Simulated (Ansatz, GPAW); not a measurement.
# A Ga chain with a Si atom bridging one bond: relaxation, then transmission at several levels, part 2 of 4

Aim: the conductance of a Ga chain with a Si atom bridging one bond after relaxation, and whether geometry, basis or functional moves it most.

GPAW 26.7.0 and Ansatz 0.2.0; Ansatz plane waves; relaxation of the junction with the lead ends held; PAW set soft_1 (the session's first sound run).

So far. Step 2 (Relaxing the atoms): The relaxation lowered the energy of the cell by 0.554 eV.

### Step 3. Plane-wave reference (PBE)

Plane waves give the reference curve, free of the bias of atom-centred orbitals.

This step: Ansatz plane waves; Landauer transmission by layers, zero bias; PAW set soft_1 (Ansatz 0.2.0).

Contents of input.yaml:

```yaml
crystal:
  lattice:
    - [9.0, 0.0, 0.0]
    - [0.0, 9.0, 0.0]
    - [0.0, 0.0, 30.8]
  atoms:
    - { symbol: Ga, position: [0.5, 0.5, 0.0413961039] }
    - { symbol: Ga, position: [0.5, 0.5, 0.1241883117] }
    - { symbol: Ga, position: [0.5, 0.5, 0.2069805195] }
    - { symbol: Ga, position: [0.5, 0.5, 0.2897727273] }
    - { symbol: Ga, position: [0.6794769429, 0.4854558437, 0.3548636107] }
    - { symbol: Ga, position: [0.6556514306, 0.4876260683, 0.4386883293] }
    - { symbol: Si, position: [0.805724192, 0.476858563, 0.500094315] }
    - { symbol: Ga, position: [0.6566675685, 0.4882933023, 0.5615995176] }
    - { symbol: Ga, position: [0.679981736, 0.4868461941, 0.645304437] }
    - { symbol: Ga, position: [0.5, 0.5, 0.7102272727] }
    - { symbol: Ga, position: [0.5, 0.5, 0.7930194805] }
    - { symbol: Ga, position: [0.5, 0.5, 0.8758116883] }
    - { symbol: Ga, position: [0.5, 0.5, 0.9586038961] }
kpoints:
  mp_grid: { grid: [1, 1, 3] }
hamiltonian:
  xc: pbe
  pseudopotentials: { kind: paw, azcp: { folder: soft_1 } }
scf:
  occupations: { method: fermi_dirac, width: 0.1 }
output:
  transmission:
    leads: [[0, 1]]
    e_range: [-2, 2]
    de: 0.025
    kmesh: [1, 1]
    reduced_basis: true
  write_potential: true
  write_density: true
  volumetric_format: npy
```

Command:

```bash
ansatz run input.yaml --threads 4 --pin off --max-ram 8192MiB --backend cpu --events-out ev --progress --plain --runs-dir out
```

Numbers of over 12 decimals in the logs are rounded to 6 here.

The program printed:

```text
[...]
Crystal: 13 atoms, lattice volume = 2494.800 Å³
Basis set: ecut = 420 eV, 48675 PW (Γ)
Bands: 96, of which v1, the nominal top of the filled ones, is band 80 counted from 1 (79 counted from 0)
Symmetry: 1 space group operations
[...]
k-points: 2 of 3 (time reversal used)
[...]
SCF iter   1: F=—  HF=-46017.914701 eV  |F-HF|=—  |Δ(HF+E_count)|=         —  Δρ=1.04e-2  dr2=1.19e1  ethr=3.10e-3  ⟨swp⟩=6.0  Hψ=801  notcnv=0
[...]
SCF iter  13: F=-46015.975579 eV  HF=-46015.975579 eV  |F-HF|=2.91e-8  |Δ(HF+E_count)|=   2.97e-8  Δρ=9.77e-7  dr2=7.89e-8  ethr=6.25e-11  ⟨swp⟩=8.0  Hψ=526  notcnv=0
SCF 1 converged in 13 iterations: F = -46015.975579 eV  dr2 = 7.89e-8
[...]
transmission: 39 of 234 steps passed
transmission: 78 of 234 steps passed
[...]
transmission: 234 of 234 steps passed
WARN: The output density's exchange-correlation potential varies sharply where the density is thin. Do not read a vacuum level from v_tot or v_xc, or from such a field of the output density. On a cell that repeats whose density bears no net charge and no dipole along the vacuum's axis use v_es (v_loc + v_h of the components); under efield.dipole_correction with no amplitude use v_es + v_field, which holds any externa [...]
SCF converged after 13 iterations
Free energy (F): -46015.975579 eV
[...]
Internal energy: -46015.351264 eV  (E = F + TS)
E sigma→0 (E₀):  -46015.663421 eV
Entropy (-TS):   -0.624315 eV (-48.024 meV/atom)
Fermi energy:    -2.608926 eV
[...]
--- Band table (eV) ---
  k-point 0: bands = [... 76 lower, -3.0251, -2.8079, -2.7350, -2.7166, -2.5492, -2.4720, -2.3702, -2.1979, ... 12 higher]
  k-point 1: bands = [... 76 lower, -3.0233, -2.8327, -2.7703, -2.6616, -2.5351, -2.4632, -2.4006, -2.1457, ... 12 higher]
--- Transmission ---
  basis      : 717 plane waves across, 39 finite elements along
  points     : 1, standing for a mesh of 1 x 1
  filling    : by the input's occupations and mesh, since the crystals that have channels conduct as metals do. If one of these is a semiconductor, that mesh has misplaced its level
  energies   : 161 from -2.000000 to 2.000000 eV about the Fermi level, 0.025000 eV apart; the leads are filled to 0.000000 eV, and channels, transmission and decay are at 0.000000 eV
  crystal 0  : Ga1, at the sites [0, 1], period 2.5500 Å, over 20.40 Å; its Hamiltonian steps by up to 5.2 meV
    offset         : up to 0.0000 Å between an atom of the period and one for which it stands
    filled         : 30.5 meV over the level at which it is neutral
    channels       : 3.000000e0 a spin
    conductance    : 2.8696e14 S/m² at 300 K; may be off by some 0.0 % by where its bands' edges are placed, 0.0 % from the distance to neutral
  junction   : crystal 0 to crystal 0, 0.70 to 28.95 Å
    transmission   : 7.213290e-1 a spin
    error estimate : 2.159520e-4 a spin from the reduction of the transverse basis, at the most 6.886503e-4 at -0.125000 eV
    conductance    : 6.9025e13 S/m² at 300 K (6.9024e13 on every other energy)
    error estimate : 0.0 % from the energy spacing and 0.0 % from band edges of the leads and from resonances (wavevectors taken as independent; lower de), 0.0 % from the reduction of the transverse basis, 1.3 % from the steps of its leads' Hamiltonians or their offsets (lay more layers), 4.0 % from the distance to neutral
    resistance     : 1.1003e-2 Ω µm² beyond half of each lead's own
```

Elapsed: 73 s, on 4 threads of Intel Xeon Platinum 8488C (Sapphire Rapids), shared host; peak memory 2.6 GiB.

The column dr2 measures how far the density is from self-consistency, as an energy; F and HF (Harris–Foulkes) agree once it is small.

Numbers from this step:

| Property | Result |
| --- | --- |
| lead level | 0 eV from the Fermi level |
| transmission at the Fermi level (one spin) | 0.7213 |
| open channels of the lead at the Fermi level (one spin) | 3 |
| step of the potential along the lead | 5.2 meV |
| offset of the lead | 0 Å |
| filling of the lead less its bulk value, in size | 30.5 meV |
| conductance | 0.7216 G₀ |

One spin. The transmission, zone mean by energy, zero at the Fermi level:

energy (eV), transmission, zone mean and a bar:
```
   -2.000       0.06 #
   -1.900       0.03 #
   -1.800       0.01 
   -1.700       0.00 
   -1.600       0.00 
   -1.500       0.00 
   -1.400       0.00 
   -1.300       0.01 
   -1.200       0.02 
   -1.100       0.04 #
   -1.000       0.06 #
   -0.900       0.09 #
   -0.800       0.13 ##
   -0.700       0.09 #
   -0.600       0.75 ############
   -0.575       0.85 #############
   -0.500       0.71 ###########
   -0.400       0.33 #####
   -0.300       0.11 ##
   -0.200       0.45 #######
   -0.100       0.63 ##########
    0.000       0.72 ###########
    0.100       0.82 #############
    0.200       0.93 ###############
    0.300       1.04 #################
    0.400       1.16 ##################
    0.500       1.25 ####################
    0.600       1.32 #####################
    0.700       1.36 ######################
    0.800       1.37 ######################
    0.900       1.36 ######################
    1.000       1.34 #####################
    1.100       1.32 #####################
    1.200       1.30 #####################
    1.300       1.31 #####################
    1.400       1.33 #####################
    1.500       1.37 ######################
    1.600       1.43 #######################
    1.700       1.51 ########################
    1.800       1.61 ##########################
    1.900       1.74 ############################
    2.000       1.89 ##############################
```

One spin. Table of open channels, zone mean by energy, zero at the Fermi level:

energy (eV), open channels, zone mean and a bar from the least value:
```
   -2.000       1.00 
   -1.800       1.00 
   -1.600       1.00 
   -1.400       1.00 
   -1.200       1.00 
   -1.000       1.00 
   -0.800       1.00 
   -0.600       1.00 
   -0.400       1.00 
   -0.200       3.00 ##############################
    0.000       3.00 ##############################
    0.200       3.00 ##############################
    0.400       3.00 ##############################
    0.600       3.00 ##############################
    0.800       3.00 ##############################
    1.000       3.00 ##############################
    1.200       3.00 ##############################
    1.400       3.00 ##############################
    1.600       3.00 ##############################
    1.800       3.00 ##############################
    2.000       3.00 ##############################
```

Crystal 0, spin -, k parallel (0, 0); distinct values, listed up to 1.5 1/Å. The Im kz of the slowest decaying states by energy, zero at the Fermi level:

```tsv
energy (eV)	decay 1 (Å⁻¹)	decay 2 (Å⁻¹)	decay 3 (Å⁻¹)	decay 4 (Å⁻¹)
-2.000	0.644	0.645	1.14	1.27
-1.800	0.607	0.608	1.12	1.25
-1.600	0.567	0.568	1.09	1.23
-1.400	0.523	0.525	1.07	1.20
-1.200	0.476	0.478	1.04	1.18
-1.000	0.423	0.425	1.02	1.16
-0.800	0.361	0.363	0.989	1.14
-0.600	0.286	0.289	0.962	1.11
-0.400	0.181	0.186	0.934	1.09
-0.200	0.905	1.06	1.18	1.18
0.000	0.875	1.04	1.16	1.16
0.200	0.844	1.01	1.13	1.13
0.400	0.812	0.987	1.11	1.11
0.600	0.778	0.960	1.09	1.09
0.800	0.743	0.932	1.06	1.06
1.000	0.706	0.904	1.04	1.04
1.200	0.668	0.874	1.01	1.02
1.400	0.626	0.843	0.987	0.990
1.600	0.582	0.811	0.959	0.963
1.800	0.535	0.778	0.931	0.936
2.000	0.482	0.743	0.902	0.909
```

Crystal 0, spin -, k parallel (0, 0). Table of Re kz of states that move upwards by energy, zero at the Fermi level:

```tsv
energy (eV)	channel 1 (Å⁻¹)	channel 2 (Å⁻¹)	channel 3 (Å⁻¹)
-2.000	1.18	-	-
-1.800	1.20	-	-
-1.600	1.22	-	-
-1.400	-1.23	-	-
-1.200	-1.20	-	-
-1.000	-1.18	-	-
-0.800	-1.16	-	-
-0.600	-1.15	-	-
-0.400	-1.13	-	-
-0.200	-1.11	0.120	0.128
0.000	-1.09	0.253	0.256
0.200	-1.07	0.337	0.340
0.400	-1.05	0.405	0.407
0.600	-1.04	0.463	0.465
0.800	-1.02	0.515	0.517
1.000	-1.00	0.562	0.564
1.200	-0.983	0.606	0.608
1.400	-0.966	0.648	0.649
1.600	-0.949	0.687	0.688
1.800	-0.932	0.724	0.726
2.000	-0.916	0.760	0.762
```

The electrostatic potential energy of an electron (with the applied field's), less the Fermi level, planar mean oscillates, so the rows of the table below give means over windows of 1.28 Å about each position, cut where the curve ends. Its first 14 maxima inside the range that stand out by 2 % of the span (Å: eV): 1.3: 3.55, 2.6: 3.64, 3.9: 3.55, 5.1: 3.62, 6.4: 3.52, 7.7: 3.61, 9.0: 3.56, 10.0: 3.26, 11.0: 3.55, 12.3: 3.80, 13.5: 3.90, 14.5: 3.70, 16.3: 3.71, 17.3: 3.90. Its first 14 minima: 0.7: 3.24, 1.9: 3.24, 3.3: 3.25, 4.4: 3.24, 5.8: 3.22, 7.0: 3.22, 8.3: 3.23, 9.6: 3.18, 10.3: 3.16, 11.6: 3.29, 12.8: 3.49, 14.1: 3.60, 15.3: 3.08, 16.7: 3.61.

Electrostatic potential energy of an electron (with the applied field's), less the Fermi level, planar mean against z; means over each step:

z (Å), electrostatic potential energy of an electron (with the applied field's), less the Fermi level, planar mean (eV) and a bar from the least value:
```
     0.64       3.43 ###########
     1.92       3.43 ###########
     3.20       3.43 ###########
     4.48       3.42 ##########
     5.76       3.40 #########
     7.04       3.41 #########
     8.32       3.42 ##########
     9.60       3.29 #
    10.88       3.38 ########
    12.16       3.61 #######################
    13.44       3.72 #############################
    14.72       3.43 ###########
    16.00       3.40 #########
    17.28       3.73 ##############################
    18.56       3.63 ########################
    19.84       3.40 ########
    21.12       3.27 
    22.40       3.41 ##########
    23.68       3.41 ##########
    24.96       3.39 ########
    26.24       3.43 ###########
    27.52       3.42 ##########
    28.80       3.44 ###########
    30.08       3.41 ##########
```

The valence density, planar mean oscillates, so the rows of the table below give means over windows of 2.57 Å about each position, cut where the curve ends. Its maxima inside the range that stand out by 2 % of the span (Å: e/Å³): 1.3: 0.215, 3.9: 0.214, 6.4: 0.211, 9.0: 0.210, 11.0: 0.210, 13.5: 0.213, 17.3: 0.212, 19.8: 0.209, 21.8: 0.210, 24.4: 0.211, 26.9: 0.214, 29.5: 0.215. Its minima: 2.6: 0.0138, 5.1: 0.0138, 7.7: 0.0136, 10.0: 0.0235, 12.3: 0.0133, 15.4: 0.0256, 18.5: 0.0134, 20.8: 0.0236, 23.1: 0.0136, 25.7: 0.0138, 28.2: 0.0138.

Valence density, planar mean against z; means over each step:

```tsv
z (Å)	valence density, planar mean (e/Å³)
1.28	0.0626
3.85	0.0626
6.42	0.0625
8.99	0.0657
11.56	0.0627
14.13	0.0684
16.70	0.0684
19.27	0.0628
21.84	0.0655
24.41	0.0625
26.98	0.0626
29.55	0.0663
```

T at the Fermi level is 0.721 of 3 open channels a spin.

[end of part 2 of 4]

[Logs are printed without paths, hosts, clocks, repeated set-up lines and the standing remarks that a program may print on its own settings, such as how far it seeks lower states.]

[Hosts, paths, dates, database ids (printed as entryN), source tags and the programs' standing remarks are cut or masked in the printed files.]
